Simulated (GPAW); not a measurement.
TiSi: single point with PBEsol

The system is TiSi.

```
Ti Si
1.0
     1.81618   -2.11762    0.00000
     1.81618    2.11762    0.00000
     0.00000    0.00000    3.80393
Ti Si
1 1
Direct
  0.50000 0.50000 0.00000
  0.00000 0.00000 0.50000
```

The cell comes from a database or a generator and needn't be the stable form of this composition.

```json
{
  "Program": "GPAW 26.7.0",
  "Task": "single point",
  "Functional": "PBEsol",
  "Potentials or basis": "PAW data sets generated in the run's folder for this functional",
  "Cutoff": "600 eV",
  "Basis": "pw",
  "k mesh": "10 × 10 × 7",
  "Occupations": "fermi-dirac, width 0.05 eV",
  "Spin": "no spin polarisation"
}
```

```yaml
Pressure: -4.1 GPa
Band_gap_on_the_k_mesh: none (metal or under the smearing width)
```

Stress tensor (GPa, compression positive):
```
-4.53  0.00  0.00
 0.00 -4.24  0.00
 0.00  0.00 -3.64
```

Levels at points of the mesh, in eV from the Fermi level:
```tsv
k point	band 6	band 7	band 8	band 9	band 10	band 11
(0.00, 0.00, 0.00)	-2.37	-1.62	-1.08	1.70	2.37	2.93
(0.50, 0.00, 0.00)	-6.28	-2.81	-0.80	1.68	2.37	4.31
(0.50, 0.50, 0.00)	-3.70	-1.47	-1.25	-0.82	-0.27	2.89
```

It took 37 s on 1 thread of Arm Neoverse V1 (shared host), peak memory 0.19 GiB.
